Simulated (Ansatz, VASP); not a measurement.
Two plane-wave programs on Ca

```
Ca
1.0
     3.43896    0.00419   -0.02578
     0.00419    3.53127   -0.06249
    -0.02578   -0.06249    3.49766
Ca
1
Direct
  0.00713 0.98520 0.01166
```

Change from the starting cell: cell strained at random at fixed volume.

Alike in both runs: task single point; functional PBE; k mesh 8 × 8 × 8; occupations fermi-dirac, width 0.05 eV; no spin polarisation.

|  | VASP | Ansatz |
| --- | --- | --- |
| version | VASP 6.6.1 | Ansatz 0.2.0 |
| potentials or method | VASP PAW PBE potentials, release 64 (Ca_sv) | Ansatz PAW |
| plane-wave cutoff (eV) | 520 | 420 |
| valence electrons in the cell | 10 | 10 |

```tsv
	VASP	Ansatz	Ansatz less VASP
gap on the k mesh at the Fermi level (eV)	none	none	-
pressure (GPa)	0.4	0.4	-0.01
largest component of the traceless stress (GPa)	0.86	0.86	-0.003
```

A gap of «none» marks a metal or a gap that the smearing closes.
